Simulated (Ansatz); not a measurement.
**Eigenvalues along a path: InAs (CsCl type)**

```
In As
1.0
     3.20691    0.00000    0.00000
     0.00000    3.20691    0.00000
     0.00000    0.00000    3.20691
In As
1 1
Direct
  0.00000 0.00000 0.00000
  0.50000 0.50000 0.50000
```

The cell comes from a relaxation on PAW files under the same functional, begun from a prototype that needn't be the stable phase.

All numbers are PBE results (scalar-relativistic) from Ansatz 0.2.0, with a Γ-centred 12×12×12 k mesh, Fermi–Dirac smearing of 0.05 eV, no spin polarisation. Methods: LAPW: all electrons, basis error target 1 meV/atom.

This run: volume at 0.72 of the series' base cell.

Path points, in fractions of the reciprocal vectors: Γ (0.000, 0.000, 0.000), X (0.000, 0.500, 0.000), M (0.500, 0.500, 0.000), R (0.500, 0.500, 0.500). The distance column jumps between branches of the path. Levels in eV from the Fermi level; bands 14 to 25, counted from the lowest band of the run. The gap is zero, the pressure 40.1 GPa.

```
# k(1/Å) point b14 b15 b16 b17 b18 b19 b20 b21 b22 b23 b24 b25
0.000 Γ -15.35 -15.33 -15.33 -14.82 -14.82 -14.82 -1.31 -1.31 -1.31 -0.46 4.71 4.71
0.122 - -15.32 -15.32 -15.29 -14.83 -14.83 -14.82 -2.21 -1.24 -1.24 0.19 4.74 5.08
0.245 - -15.32 -15.28 -15.12 -14.85 -14.85 -14.82 -3.53 -1.05 -1.05 0.85 4.82 6.10
0.367 - -15.31 -15.23 -14.89 -14.89 -14.84 -14.82 -4.88 -0.73 -0.73 1.34 4.96 7.42
0.490 - -15.30 -15.17 -14.93 -14.93 -14.81 -14.47 -6.17 -0.30 -0.30 1.77 5.14 8.06
0.612 - -15.29 -15.11 -14.97 -14.97 -14.81 -14.01 -7.35 0.21 0.21 2.21 5.36 7.39
0.735 - -15.29 -15.06 -15.00 -15.00 -14.81 -13.51 -8.37 0.75 0.75 2.68 5.58 6.45
0.857 - -15.28 -15.03 -15.03 -15.02 -14.81 -13.07 -9.13 1.21 1.21 3.13 5.70 5.70
0.980 X -15.28 -15.04 -15.04 -15.01 -14.80 -12.88 -9.43 1.41 1.41 3.36 5.39 5.40
1.102 - -15.27 -15.08 -15.03 -15.00 -14.81 -12.78 -9.38 0.63 1.42 3.90 3.96 5.48
1.225 - -15.24 -15.18 -15.03 -14.97 -14.83 -12.53 -9.23 -0.70 1.47 2.43 4.52 5.72
1.347 - -15.31 -15.20 -15.01 -14.91 -14.86 -12.14 -8.97 -2.06 0.92 1.55 4.99 6.11
1.469 - -15.44 -15.17 -15.00 -14.89 -14.83 -11.66 -8.60 -3.36 -0.51 1.64 5.47 6.65
1.592 - -15.55 -15.14 -14.99 -14.92 -14.75 -11.11 -8.13 -4.55 -1.84 1.74 6.02 7.32
1.714 - -15.64 -15.12 -14.98 -14.95 -14.67 -10.53 -7.57 -5.59 -3.02 1.83 6.64 7.64
1.837 - -15.69 -15.11 -14.97 -14.96 -14.62 -10.02 -7.00 -6.38 -3.97 1.90 7.28 7.66
1.959 M -15.71 -15.11 -14.97 -14.97 -14.61 -9.79 -6.70 -6.70 -4.40 1.92 7.67 7.67
2.132 - -15.67 -15.12 -14.97 -14.96 -14.64 -10.25 -6.77 -6.56 -3.56 1.87 6.93 7.79
2.306 - -15.57 -15.14 -14.96 -14.95 -14.74 -11.28 -6.66 -6.15 -1.74 1.65 5.87 7.91
2.479 - -15.43 -15.17 -14.95 -14.92 -14.87 -12.40 -6.29 -5.51 0.51 1.17 4.90 7.80
2.652 - -15.27 -15.22 -15.01 -14.92 -14.90 -13.40 -5.67 -4.66 0.49 2.92 4.14 8.33
2.825 - -15.26 -15.14 -15.12 -14.89 -14.87 -14.20 -4.81 -3.67 -0.21 3.06 5.77 7.51
2.998 - -15.29 -15.24 -15.06 -14.86 -14.84 -14.74 -3.73 -2.63 -0.79 2.06 5.76 6.59
3.171 - -15.32 -15.30 -15.24 -14.83 -14.83 -14.83 -2.44 -1.72 -1.18 0.71 4.95 5.26
3.345 Γ -15.35 -15.33 -15.33 -14.82 -14.82 -14.82 -1.31 -1.31 -1.31 -0.46 4.71 4.71
3.557 - -15.30 -15.30 -15.20 -14.83 -14.83 -14.83 -2.60 -1.65 -1.65 1.20 5.29 5.29
3.769 - -15.23 -15.23 -15.07 -14.88 -14.88 -14.51 -3.85 -2.37 -2.37 3.47 6.72 6.72
3.981 - -15.18 -15.13 -15.13 -14.95 -14.95 -13.64 -4.77 -3.09 -3.09 4.49 6.93 6.93
4.193 - -15.30 -15.06 -15.06 -14.97 -14.97 -12.45 -5.39 -3.60 -3.60 2.59 4.68 4.68
4.405 - -15.37 -15.15 -15.15 -14.84 -14.84 -11.10 -5.68 -3.82 -3.82 0.80 2.63 2.63
4.617 - -15.38 -15.25 -15.25 -14.71 -14.71 -9.93 -5.39 -3.71 -3.71 -0.45 0.86 0.86
4.829 - -15.36 -15.32 -15.32 -14.63 -14.63 -9.36 -4.19 -3.34 -3.34 -1.14 -0.52 -0.52
5.041 R -15.35 -15.35 -15.35 -14.60 -14.60 -9.25 -3.03 -3.03 -3.03 -1.17 -1.17 -1.17
5.215 - -15.36 -15.33 -15.32 -14.63 -14.61 -9.31 -3.86 -3.55 -2.94 -1.36 -1.02 -0.25
5.388 - -15.39 -15.30 -15.25 -14.71 -14.64 -9.58 -5.27 -4.05 -2.67 -1.17 -0.56 1.45
5.561 - -15.42 -15.25 -15.15 -14.83 -14.69 -10.11 -6.58 -3.96 -2.23 -0.71 0.18 3.40
5.734 - -15.41 -15.19 -15.04 -14.96 -14.76 -10.82 -7.65 -3.34 -1.62 -0.02 1.15 5.33
5.907 - -15.34 -15.13 -15.09 -14.95 -14.84 -11.56 -8.46 -2.32 -0.84 0.93 2.32 6.55
6.081 - -15.23 -15.19 -15.08 -14.94 -14.85 -12.22 -9.01 -1.02 0.07 2.15 3.59 5.96
6.254 - -15.26 -15.10 -15.05 -14.99 -14.82 -12.69 -9.33 0.41 0.96 3.64 4.44 4.80
6.427 X -15.28 -15.04 -15.04 -15.01 -14.80 -12.88 -9.43 1.41 1.41 3.36 5.39 5.40
7.812 R -15.35 -15.35 -15.35 -14.60 -14.60 -9.25 -3.03 -3.03 -3.03 -1.17 -1.17 -1.17
7.935 - -15.36 -15.33 -15.33 -14.62 -14.60 -9.28 -3.44 -3.44 -2.88 -1.73 -0.67 -0.67
8.057 - -15.40 -15.29 -15.29 -14.67 -14.60 -9.35 -4.16 -4.16 -2.48 -2.45 0.34 0.34
8.180 - -15.46 -15.24 -15.24 -14.76 -14.60 -9.46 -4.87 -4.87 -3.07 -1.84 1.53 1.53
8.302 - -15.53 -15.17 -15.17 -14.86 -14.60 -9.57 -5.50 -5.50 -3.57 -1.03 2.82 2.82
8.425 - -15.60 -15.09 -15.09 -14.95 -14.60 -9.66 -6.01 -6.01 -3.94 -0.11 4.20 4.20
8.547 - -15.66 -15.04 -15.03 -15.03 -14.60 -9.73 -6.39 -6.39 -4.20 0.83 5.61 5.61
8.669 - -15.69 -15.09 -14.99 -14.99 -14.61 -9.77 -6.62 -6.62 -4.35 1.60 6.95 6.95
8.792 M -15.71 -15.11 -14.97 -14.97 -14.61 -9.79 -6.70 -6.70 -4.40 1.92 7.67 7.67
```
